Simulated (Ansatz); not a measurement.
# Ni (Im-3m) in Ansatz: notebook

One crystal, Ni, is run at these levels: PBEsol; tasks: single point.

All numbers are computed with Ansatz 0.2.0; they aren't measurements. Logs are shortened: lines on timing, memory, paths and dates and some standing lists are left out, and cuts for length are marked.

### 1 The structure

The structure is cubic, space group Im-3m (No. 229). Conventional cell: a = 2.767 Å, b = 2.767 Å, c = 2.767 Å, α = 90.00°, β = 90.00°, γ = 90.00°. Ni (site symmetry m-3m) has 8 Ni at 2.40 Å as nearest neighbours.

This isn't the form of Ni at room conditions, which is fcc.

### 2 Single point, PBEsol, collinear spin, program default start

The input, input.yaml:

```yaml
crystal:
  lattice:
    - [-1.38371547, 1.38371547, 1.38371547]
    - [1.38371547, -1.38371547, 1.38371547]
    - [1.38371547, 1.38371547, -1.38371547]
  atoms:
    - { symbol: Ni, position: [0.0, 0.0, 0.0] }
hamiltonian:
  xc: pbesol
  pseudopotentials: { kind: paw }
magnetization:
  spin_polarized: true
  initial_magnetization: 0.0
  spin_locking: { lock_magnetization: hard }
kpoints:
  mp_grid: { grid: [11, 11, 11] }
scf:
  occupations: { method: fermi_dirac, width: 0.05 }
  lower_state_search: "off"
output:
  forces: true
  stress: true
  eigenvalues: true
```

Potentials or basis: Ansatz PAW.

Command:

```console
> ansatz run input.yaml --threads 2 --pin off --max-ram 5632MiB --backend cpu --events-out ev --progress --plain --runs-dir out
```

The program printed:

```text
Warning: output.stress: scf.convergence.dr2_threshold = 1e-7 eV (the SCF's general default) is looser than the 1e-10 eV advised for a printed stress (1e-10 eV for each atom of the cell: 1). What an SCF threshold leaves in a stress goes as its square root, and in the free energy as the threshold itself, and one threshold admits the most on a small cell: of the crystals measured, under no hybrid functional and no lock of the moments, on runs that ended without the residual-converged pass, on stresses that held no estimate of that error, the worst erred by over 100 MPa in a component at 1e-7 eV an atom and by under 5 at 1e-10. Set scf.convergence.dr2_threshold to 1e-10 eV or tighter. The threshold is an SCF's pass mark: one that does not reach it within its budget of iterations ends unconverged, or closes short of it on a stop that the run arms, and scf.convergence.dr2_threshold's page says what that costs each kind of run
Warning: RAYON_NUM_THREADS=2 ignored (pool sized by the plan → 2); use --threads N
Engine: ansatz 0.2.0, aarch64-unknown-linux-gnu
Pseudopotentials: kind: paw
Pseudopotential: Ni, paw, valence charge 18, recommended cutoff 420 eV (normal), Ni.paw.azcp
Functional definition: PBEsol
  exchange = pbesol_x
  correlation = pbesol_c
Crystal: 1 atoms, lattice volume = 10.597 Å³
Basis set: ecut = 420 eV, 201 PW (Γ), exchange–correlation on 36×36×36 points (8 copies of the dense FFT grid, shifted against one another)
Bands: 13, of which v1, the nominal top of the filled ones, is band 9 counted from 1 (8 counted from 0)
Symmetry: 48 space group operations
Space group: Im-3m (ITA 229), of the structure as read, at distance tolerance 2.2e-5 Å
k-points: 56 of 1331
Non-local potential: Ni, projectors of the file, l = 0: 3, l = 1: 2, l = 2: 3, l = 3: 1
PAW form: soft (Blöchl's): semilocal exchange-correlation on the pseudo side does not see the compensation charge
PAW frozen core: Ni, regenerated for the run's functional, and the local potential with it (the file was generated under x = pbe(κ = 0.804, μ = 0.2195149727645171), c = pbe(β = 0.06672455060314922))
PAW one-centre angular grid: Ni, 590 points (default); XC on 64 Gauss nodes
Initial density: superposition of atomic densities (chi_scale 0.1, normalization cell)
Initial wavefunctions: pseudopotential atomic-orbital guess
Functional: x = pbesol(κ = 0.804, μ = 0.12345679012345678), c = pbesol(β = 0.046)
iter 1 solved again at ethr=4.56e-5 eV; its pass at ethr=3.10e-3 eV (dr2=8.21e-3 eV) is discarded
SCF iter   1: F=—  HF=-5804.851235 eV  |F-HF|=—  |Δ(HF+E_count)|=         —  Δρ=1.27e-2 (↑1.27e-2 ↓1.27e-2)  dr2=7.94e-3  dr2_m=0.00e0  M=0.000 μB ∫|m|=0.000 μB  β_m=0.30  ethr=4.56e-5  ⟨swp⟩=1.0  Hψ=5024  notcnv=0
preconditioner: auto → none  [metal: Δε(μ)=0.018 eV  Ē_g=14.369 eV  σ=0.050 eV  W_gap=0.09  n_scr=0 (ndim 8)  ℏωp=36.1 eV  f_vac=0.000  D(μ)=2.47/eV (n_scr^D=54)]
SCF iter   2: F=—  HF=-5804.851158 eV  |F-HF|=—  |Δ(HF+E_count)|=   7.73e-5  Δρ=9.40e-3 (↑9.40e-3 ↓9.40e-3)  dr2=6.58e-3  dr2_m=0.00e0  M=0.000 μB ∫|m|=0.000 μB  β_m=0.65  ethr=4.41e-5  ⟨swp⟩=1.9  Hψ=909  notcnv=0
SCF iter   3: F=—  HF=-5804.863708 eV  |F-HF|=—  |Δ(HF+E_count)|=   1.26e-2  Δρ=1.31e-2 (↑1.31e-2 ↓1.31e-2)  dr2=3.86e-2  dr2_m=0.00e0  M=0.000 μB ∫|m|=0.000 μB  β_m=0.45  ethr=3.66e-5  ⟨swp⟩=2.5  Hψ=1493  notcnv=0
SCF iter   4: F=—  HF=-5804.855063 eV  |F-HF|=—  |Δ(HF+E_count)|=   8.65e-3  Δρ=1.28e-3 (↑1.28e-3 ↓1.28e-3)  dr2=3.33e-4  dr2_m=0.00e0  M=0.000 μB ∫|m|=0.000 μB  β_m=0.58  ethr=3.66e-5  ⟨swp⟩=2.3  Hψ=1530  notcnv=0
SCF iter   5: F=—  HF=-5804.854983 eV  |F-HF|=—  |Δ(HF+E_count)|=   8.06e-5  Δρ=3.31e-4 (↑3.31e-4 ↓3.31e-4)  dr2=2.25e-5  dr2_m=0.00e0  M=0.000 μB ∫|m|=0.000 μB  β_m=0.79  ethr=1.85e-6  ⟨swp⟩=1.1  Hψ=845  notcnv=0
SCF iter   6: F=—  HF=-5804.854976 eV  |F-HF|=—  |Δ(HF+E_count)|=   6.55e-6  Δρ=1.50e-5 (↑1.50e-5 ↓1.50e-5)  dr2=3.12e-8  dr2_m=0.00e0  M=0.000 μB ∫|m|=0.000 μB  β_m=0.88  ethr=5.56e-10  ⟨swp⟩=4.8  Hψ=3755  notcnv=0
SCF iter   7: F=-5804.854976 eV  HF=-5804.854976 eV  |F-HF|=2.31e-10  |Δ(HF+E_count)|=   6.41e-9  Δρ=1.58e-6 (↑1.58e-6 ↓1.58e-6)  dr2=6.64e-10  dr2_m=0.00e0  M=0.000 μB ∫|m|=0.000 μB  ethr=1.73e-10  ⟨swp⟩=2.5  Hψ=2420  notcnv=0
SCF 1 converged in 7 iterations: F = -5804.854976 eV  dr2 = 6.64e-10
SCF converged after 7 iterations
Stability checked in part: among states of this total moment the steps that led to this state did not find it unstable. No probe was made; neither looks for a lower state of another moment (fixed_total_moment; see scf.lower_state_search)
Magnetization: 0.0000 μB (9.0000 up, 9.0000 down)
Absolute magnetization: 0.0000 μB (∫|ρ↑−ρ↓|)
Spin contamination: 0.0000 ħ² per cell (⟨S²⟩ above its minimum at these occupations)
Per-site moments (μB) at R_I (Å): [(0.0, 0.9886245176193575)]
Free energy (F): -5804.854976 eV
Harris-Foulkes:  -5804.854976 eV  (|F-HF|=2.31e-10)
Internal energy: -5804.835373 eV  (E = F + TS)
E sigma→0 (E₀):  -5804.845174 eV
Entropy (-TS):   -0.019603 eV (-19.603 meV/atom)
Fermi energy:    18.364090 (↑ 18.364090, ↓ 18.364090) eV
--- Per-component energies (eV) ---
  E_band       = -275.188936
  E_kinetic    = 283.105327
  E_local      = -3393.416267  (includes V_loc(G=0)·N_el)
  E_nonlocal   = 636.770829
  E_hartree    = 1415.634094
  E_xc         = -84.602600
  E_vxc        = -109.495197  (∫ρ·V_xc dr)
  E_paw        = -1594.916142  (= ΣΔE_a)
  E_vpaw       = -523.420501  (= ΣTr[D̂ρ^β])
  E_aug_tail   = 0.000635  (compensation charges beyond the density's cutoff)
  E_ewald      = -3067.608538
  E_core_change = 0.197289  (= ΣΔE_core)
  E_smearing   = -0.019603  (= −TS)
  E_closure    = 0.000000  (closes the sum)
  Σ components = -5804.854976   (vs F -5804.854976, Δ=0.00e0)
--- Forces (eV/Å), atoms counted from 1 ---
  atom   1  Ni     0.00000000     0.00000000    -0.00000000
  max |Σ_I F_I| component: 9.04e-32 eV/Å
--- Stress (GPa, compression-positive) ---
       -4.353696       0.000000       0.000000
        0.000000      -4.353696      -0.000000
        0.000000       0.000000      -4.353696
  P = ⅓ Tr σ = -4.3537 GPa (-43.537 kbar)
--- Band table (eV; the first three rows and the last of 112) ---
  k-point 0 ↑: bands = ["-84.3321", "-44.7269", "-44.7269", "-44.7269", "9.2460", "16.3941", "16.3941", "16.3941", "17.8121", "17.8121", "44.8773", "44.8773", "44.8773"]
  k-point 1 ↑: bands = ["-84.3288", "-44.7474", "-44.7340", "-44.7268", "9.5938", "16.3106", "16.3838", "16.5585", "17.7319", "17.8190", "42.4202", "44.1957", "44.4619"]
  k-point 2 ↑: bands = ["-84.3197", "-44.8019", "-44.7528", "-44.7266", "10.5917", "16.0908", "16.3132", "17.0178", "17.6049", "17.8430", "37.9036", "42.2098", "43.6952"]
  k-point 55 ↓: bands = ["-84.2585", "-44.9132", "-44.9101", "-44.9101", "14.3026", "14.3177", "18.4353", "18.4353", "18.5207", "27.0604", "28.6138", "28.6138", "34.3875"]
```

It took 0.64 s on 2 threads of Arm Neoverse V1, shared host; peak memory 0.24 GiB.

What came out:

| Quantity | Value |
| --- | --- |
| Free energy | -5804.8550 eV |
| Pressure | -4.4 GPa |
| Net moment | 0.00 μB per cell |
| Absolute moment | 0.00 μB per cell |

Caveat: the total moment is fixed, so each spin has its own Fermi level; the PAW data sets come from PBE, with cores solved anew for the run's functional, which leaves a small shift of forces and pressure; the thresholds are loose for stress.

### 3 Single point, PBEsol, collinear spin, ferromagnetic start

Changes to input.yaml since step 2:

```diff
@@ -6,3 +6,3 @@
   atoms:
-    - { symbol: Ni, position: [0.0, 0.0, 0.0] }
+    - { symbol: Ni, position: [0.0, 0.0, 0.0], spin: 0.2 }
 hamiltonian:
@@ -12,3 +12,3 @@
   spin_polarized: true
-  initial_magnetization: 0.0
+  initial_magnetization: 0.2
   spin_locking: { lock_magnetization: hard }
```

Potentials or basis: Ansatz PAW.

Command:

```console
> ansatz run input.yaml --threads 2 --pin off --max-ram 5632MiB --backend cpu --events-out ev --progress --plain --runs-dir out
```

Run time: 0.97 s. Hardware: 2 threads of Arm Neoverse V1, shared host; peak memory 0.25 GiB.

It converged, with:

```
Free energy     : -5804.8588 eV
Pressure        : -4.2 GPa
Net moment      : 0.20 μB per cell
Absolute moment : 0.22 μB per cell
Site moments    : Ni +0.21 μB
```

Caveat: the total moment is fixed, so each spin has its own Fermi level; the PAW data sets come from PBE, with cores solved anew for the run's functional, which leaves a small shift of forces and pressure; the thresholds are loose for stress.

### 4 Single point, PBEsol, collinear spin, ferromagnetic start

Changes to input.yaml since step 3:

```diff
@@ -6,3 +6,3 @@
   atoms:
-    - { symbol: Ni, position: [0.0, 0.0, 0.0], spin: 0.2 }
+    - { symbol: Ni, position: [0.0, 0.0, 0.0], spin: 0.5 }
 hamiltonian:
@@ -12,3 +12,3 @@
   spin_polarized: true
-  initial_magnetization: 0.2
+  initial_magnetization: 0.5
   spin_locking: { lock_magnetization: hard }
```

Command:

```console
> ansatz run input.yaml --threads 2 --pin off --max-ram 5632MiB --backend cpu --events-out ev --progress --plain --runs-dir out
```

It took 0.96 s on 2 threads of Arm Neoverse V1, shared host; peak memory 0.25 GiB.

It converged, with:

```yaml
Free_energy: -5804.8715 eV
Pressure: -3.1 GPa
Net_moment: 0.50 μB per cell
Absolute_moment: 0.55 μB per cell
Site_moments: Ni +0.52 μB
```

Caveat: the total moment is fixed, so each spin has its own Fermi level; the PAW data sets come from PBE, with cores solved anew for the run's functional, which leaves a small shift of forces and pressure; the thresholds are loose for stress.

### 5 Single point, PBEsol, collinear spin, ferromagnetic start

Changes to input.yaml since step 4:

```diff
@@ -6,3 +6,3 @@
   atoms:
-    - { symbol: Ni, position: [0.0, 0.0, 0.0], spin: 0.5 }
+    - { symbol: Ni, position: [0.0, 0.0, 0.0], spin: 0.8 }
 hamiltonian:
@@ -12,3 +12,3 @@
   spin_polarized: true
-  initial_magnetization: 0.5
+  initial_magnetization: 0.8
   spin_locking: { lock_magnetization: hard }
```

Command:

```console
> ansatz run input.yaml --threads 2 --pin off --max-ram 5632MiB --backend cpu --events-out ev --progress --plain --runs-dir out
```

Run time: 1 s. Hardware: 2 threads of Arm Neoverse V1, shared host; peak memory 0.25 GiB.

It converged, with:

```
Free energy     : -5804.8293 eV
Pressure        : -0.4 GPa
Net moment      : 0.80 μB per cell
Absolute moment : 0.84 μB per cell
Site moments    : Ni +0.82 μB
```

Caveat: the total moment is fixed, so each spin has its own Fermi level; the PAW data sets come from PBE, with cores solved anew for the run's functional, which leaves a small shift of forces and pressure; the thresholds are loose for stress.

### 6 Single point, PBEsol, collinear spin, ferromagnetic start

Changes to input.yaml since step 5:

```diff
@@ -6,3 +6,3 @@
   atoms:
-    - { symbol: Ni, position: [0.0, 0.0, 0.0], spin: 0.8 }
+    - { symbol: Ni, position: [0.0, 0.0, 0.0], spin: 1.0 }
 hamiltonian:
@@ -12,3 +12,3 @@
   spin_polarized: true
-  initial_magnetization: 0.8
+  initial_magnetization: 1.0
   spin_locking: { lock_magnetization: hard }
```

Potentials or basis: Ansatz PAW.

Command:

```console
> ansatz run input.yaml --threads 2 --pin off --max-ram 5632MiB --backend cpu --events-out ev --progress --plain --runs-dir out
```

Wall time 0.95 s (2 threads of Arm Neoverse V1, shared host); peak memory 0.25 GiB.

Results (log left out):

* Free energy: -5804.7491 eV
* Pressure: 2.1 GPa
* Net moment: 1.00 μB per cell
* Absolute moment: 1.01 μB per cell
* Site moments: Ni +0.99 μB

Caveat: the total moment is fixed, so each spin has its own Fermi level; the PAW data sets come from PBE, with cores solved anew for the run's functional, which leaves a small shift of forces and pressure; the thresholds are loose for stress.

### 7 Overview

```tsv
spin	fixed moment (μB)	pressure (GPa)	moment (μB)
collinear, program default start	0.0	-4.4	0.00
collinear, ferromagnetic start	0.2	-4.2	0.20
collinear, ferromagnetic start	0.5	-3.1	0.50
collinear, ferromagnetic start	0.8	-0.4	0.80
collinear, ferromagnetic start	1.0	2.1	1.00
```

Alike in all rows: task single point; level PBEsol; potentials or basis Ansatz PAW; cell as given; k mesh 11 × 11 × 11; cutoff (eV) 420; smearing fermi-dirac 0.05 eV.

Caveats: the total moment is fixed, so each spin has its own Fermi level; the PAW data sets come from PBE, with cores solved anew for the run's functional, which leaves a small shift of forces and pressure; the thresholds are loose for stress.

Total energies depend on the potentials used, so only differences within one code and one set of settings carry meaning.
